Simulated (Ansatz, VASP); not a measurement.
Pd: VASP beside Ansatz

```
Pd
1.0
     2.76830    0.00000    0.00000
    -1.38415    2.39741    0.00000
     0.00000    0.00000    4.64083
Pd
2
Direct
  0.33333 0.66667 0.75000
  0.66667 0.33333 0.25000
```

Alike in both runs: functional PBE; k mesh 18 × 18 × 10; occupations gaussian, width 0.05 eV; non-collinear spin, spin-orbit coupling.

Ansatz relaxed the structure, and its values are those at the end. VASP's run is a single point on that final structure, the one shown.

|  | VASP | Ansatz |
| --- | --- | --- |
| version | VASP 6.6.1 | Ansatz 0.2.0 |
| potentials or method | VASP PAW PBE potentials, release 64 (Pd) | plane waves, PAW |
| plane-wave cutoff (eV) | 520 | 600 |
| valence electrons in the cell | 20 | 36 |

Ansatz gave:

| Property | Result |
| --- | --- |
| pressure (GPa) | 0.0 |
| net moment per atom (μB) | 0.00 |

Task: Which values does VASP return?

Result: Pressure (GPa): -0.2; net moment per atom (μB): 0.00.

The functional is the same, so the differences come from potentials, cutoffs and numerics. The two sets of potentials don't hold the same shells in valence.
